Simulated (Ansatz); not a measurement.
# Si2Mo: the cost of one run

Method: DFT PBE, scalar-relativistic, in Ansatz 0.2.0.

**1. The structure to begin with**

It takes space group I4/mmm (No. 139, tetragonal). Conventional cell: a = 3.200 Å, b = 3.200 Å, c = 7.861 Å, α = 90.00°, β = 90.00°, γ = 90.00°. Si (site symmetry 4mm) is surrounded by 5 Si at 2.61 to 2.63 Å and 5 Mo at 2.62 Å. Around Mo (site symmetry 4/mmm) lie 10 Si at 2.62 Å.

Structure file:

```
Si Mo
1.0
    -1.60000    1.60000    3.93050
     1.60000   -1.60000    3.93050
     1.60000    1.60000   -3.93050
Si Mo
2 1
Direct
  0.33300 0.33300 0.00000
  0.66700 0.66700 0.00000
  0.00000 0.00000 0.00000
```

The cell is a deposited one (Crystallography Open Database entry 1010282); the temperature and pressure of the measurement aren't taken into account, and nothing was relaxed.

Atoms are numbered in the order of the input: Si1, Si2, Mo3.

**2. Full-potential LAPW**

The input, input.yaml:

```yaml
crystal:
  lattice:
    - [-1.6, 1.6, 3.9305]
    - [1.6, -1.6, 3.9305]
    - [1.6, 1.6, -3.9305]
  atoms:
    - { symbol: Si, position: [0.333, 0.333, 0.0] }
    - { symbol: Si, position: [0.667, 0.667, 0.0] }
    - { symbol: Mo, position: [0.0, 0.0, 0.0] }
kpoints:
  mp_grid: { grid: [16, 16, 16] }
  band_path:
    path:
      - [0.0, 0.0, 0.0]
      - [0.0, 0.0, 0.5]
      - [0.25, 0.25, 0.25]
      - [0.0, 0.5, 0.0]
      - [0.0, 0.0, 0.0]
      - [0.5, 0.5, -0.5]
      - [0.2914270847, 0.7085729153, -0.2914270847]
      - [-0.2914270847, 0.2914270847, 0.2914270847]
      - [0.0, 0.0, 0.0]
    npoints: 14
scf:
  occupations: { method: fermi_dirac, width: 0.08 }
hamiltonian:
  xc: pbe
  pseudopotentials: { kind: all_electron, lapw: { basis_error: 0.001 } }
output:
  forces: true
  stress: true
  eigenvalues: true
  populations: true
  dos: { projected: true, de: 0.2, e_range: [-14, 8] }
```

Run with:

```sh
$ ansatz run input.yaml --threads 1 --pin off --max-ram 3072MiB --backend cpu --events-out ev --progress --plain --runs-dir out
```

What time and memory should one allow on 1 thread of Intel Xeon Platinum 8375C at 2.90GHz (Ice Lake), shared host?

About 2.1 min, with a peak of 1.1 GiB.
